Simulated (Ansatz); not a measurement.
# Hf under changes of volume

One of the cells (23.523 Å³/atom); the others are scaled copies at fixed shape and fractional positions:

```xyz
1
Lattice="-1.8050 1.8050 1.8050 1.8050 -1.8050 1.8050 1.8050 1.8050 -1.8050" Properties=species:S:1:pos:R:3 pbc="T T T"
Hf    0.0000    0.0000    0.0000
```

This isn't the form of Hf at room conditions, which is hcp.

```yaml
Program: Ansatz 0.2.0
Functional: r2SCANh
Potentials_or_basis: Ansatz PAW
Cutoff: "500 eV (not typed: the program's choice for these potentials)"
k_mesh: 5 × 5 × 5
Occupations: fermi-dirac, width 0.05 eV
Spin: no spin polarisation
```

```tsv
volume (Å³/atom)	energy over the lowest point (meV/atom)	pressure (GPa)
22.112	0.00	-0.9
22.582	?	?
23.052	11.26	-1.5
23.523	17.58	-3.6
23.993	30.55	-5.5
24.464	49.19	-7.3
24.934	73.05	-9.0
```

Problem. What does the run at 22.582 Å³/atom give?

Solution. Energy over the lowest point 6.58 meV/atom; pressure -3.2 GPa.

Worked out: A Birch-Murnaghan fit of order 3 (a polynomial in V^(-2/3)) to the other rows has no minimum within the range. It gives 5.24 meV/atom at 22.582 Å³/atom, against the run's 6.58, and -dE/dV = -1.7 GPa, against -3.2.

Energies are extrapolated to zero smearing.

Caveats: all runs use coarse meshes; the PAW data sets come from PBE, with cores solved anew for the run's functional, which leaves a small shift of forces and pressure; the thresholds are loose for stress.
